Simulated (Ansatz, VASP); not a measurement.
## As: VASP beside Ansatz

```
As
1.0
     2.70368    0.00000    0.00000
     0.00000    2.70368    0.00000
     0.00000    0.00000    2.70368
As
1
Cartesian
  1.3518 1.3518 1.3518
```

This isn't the form of As at room conditions, which is rhombohedral.

Alike in both runs: task single point; functional HSE(alpha, omega); k mesh 5 × 5 × 5; occupations fermi-dirac, width 0.05 eV; no spin polarisation.

|  | VASP | Ansatz |
| --- | --- | --- |
| version | VASP 6.6.1 | Ansatz 0.2.0 |
| potentials or method | VASP PAW PBE potentials, release 64 (As) | Ansatz PAW |
| plane-wave cutoff (eV) | 520 | 420 |
| valence electrons in the cell | 5 | 15 |

```tsv
	VASP	Ansatz	Ansatz less VASP
gap on the k mesh at the Fermi level (eV)	none	none	-
pressure (GPa)	1.6	1.7	+0.10
```

A gap of «none» marks a metal or a gap that the smearing closes. The two sets of potentials don't hold the same shells in valence.

Caveats: the k mesh is coarse (spacing up to 0.46 Å⁻¹), so the values aren't converged, least of all with exact exchange; the PAW data sets were made with another functional, which shifts forces and pressure a little (VASP); the PAW data sets come from PBE, with cores solved anew for the run's functional, which leaves a small shift of forces and pressure (Ansatz); the thresholds are loose for stress (Ansatz).
